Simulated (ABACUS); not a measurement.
Write the native input for ABACUS 3.10.1 that does the following.

- Task: band structure
- Functional: RPBE
- Potentials or basis: PseudoDojo NC SR 0.5 PBE standard
- Cutoff: 789 eV
- Density cutoff: 3157 eV
- Basis: plane waves
- Occupations: fermi-dirac, width 0.05 eV
- Spin: no spin polarisation
- Radial cutoff of the potentials (pseudo_rcut): 10 bohr
- Threshold of the eigensolver: 1e-07 Ry
- Density: read from an earlier self-consistent run
- Path: G-H-N-G-P-H, P-N
- Points for each segment of the path: 10
- SCF threshold on the density: 1e-08
- Max SCF steps: 100
- Eigensolver: dav
- Mixing: broyden
- Mixing share: 0.7
- Symmetry key: -1
- Bands: 17

The system is Ta.

```
Ta
1.0
     2.86010    0.00000    0.00000
    -0.95337    2.69653    0.00000
    -0.95337   -1.34826    2.33526
Ta
1
Cartesian
  0.0000 0.0000 0.0000
```

One way to write it, as run:

INPUT

```
INPUT_PARAMETERS
suffix              Ta
calculation         nscf
basis_type          pw
pseudo_dir          ./
symmetry            -1
dft_functional      GGA_X_RPBE+GGA_C_PBE
ecutwfc             58.0
pseudo_rcut         10
nspin               1
nbands              17
ks_solver           dav
smearing_method     fd
smearing_sigma      0.00367493
scf_thr             1e-08
scf_nmax            100
mixing_type         broyden
mixing_beta         0.7
init_chg            file
pw_diag_thr         1e-07
out_band            1
kpar                4
```

STRU

```
ATOMIC_SPECIES
Ta 180.9479 Ta.upf

LATTICE_CONSTANT
1.8897261246

LATTICE_VECTORS
2.8601008600 0.0000000000 0.0000000000
-0.9533669531 2.6965289507 0.0000000000
-0.9533669531 -1.3482644749 2.3352625736

ATOMIC_POSITIONS
Direct

Ta
0.0
1
0.0000000000 0.0000000000 0.0000000000 1 1 1
```

KPT

```
K_POINTS
8
Line
0.00000000 0.00000000 0.00000000 10 // G
0.50000000 -0.50000000 0.50000000 10 // H
0.00000000 0.00000000 0.50000000 10 // N
0.00000000 0.00000000 0.00000000 10 // G
0.25000000 0.25000000 0.25000000 10 // P
0.50000000 -0.50000000 0.50000000 1 // H
0.25000000 0.25000000 0.25000000 10 // P
0.00000000 0.00000000 0.50000000 1 // N
```

Potentials or basis: PseudoDojo NC SR 0.5 PBE standard, plane waves.

Run with:

```sh
$ OMP_NUM_THREADS=1 mpirun -np 4 abacus > log
```

Run time: 1.4 s on 4 MPI ranks on Intel(R) Xeon(R) Platinum 8488C (Sapphire Rapids), with other jobs on the host, peak memory 0.36 GiB a rank.
